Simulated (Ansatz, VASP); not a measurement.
AlN in VASP and in Ansatz

```
CELL_PARAMETERS angstrom
0.00000 2.54155 1.65201
2.54155 0.00000 1.65201
2.54155 2.54155 0.00000
ATOMIC_POSITIONS crystal
Al 0.00000 0.00000 0.00000
N 0.75000 0.75000 0.75000
```

Alike in both runs: task single point; functional PBE; k mesh 10 × 10 × 10; occupations gaussian, width 0.05 eV; no spin polarisation.

|  | VASP | Ansatz |
| --- | --- | --- |
| version | VASP 6.6.1 | Ansatz 0.2.0 |
| potentials or method | VASP PAW PBE potentials, release 64 (Al, N) | scalar-relativistic, plane waves, PAW |
| plane-wave cutoff (eV) | 520 | 420 |
| valence electrons in the cell | 8 | 8 |

|  | VASP | Ansatz | Ansatz less VASP |
| --- | --- | --- | --- |
| gap on the k mesh at the Fermi level (eV) | 2.31 | 2.31 | 0.000 |
| least direct gap on the mesh (eV) | 2.31 | 2.31 | 0.000 |
| pressure (GPa) | -14.2 | -14.0 | +0.25 |
| largest component of the traceless stress (GPa) | 22.91 | 22.79 | -0.121 |

The functional is the same, so the differences come from potentials, cutoffs and numerics.

A k mesh can miss the band edges. PBE gaps usually lie below the measured ones, often by a third to a half.
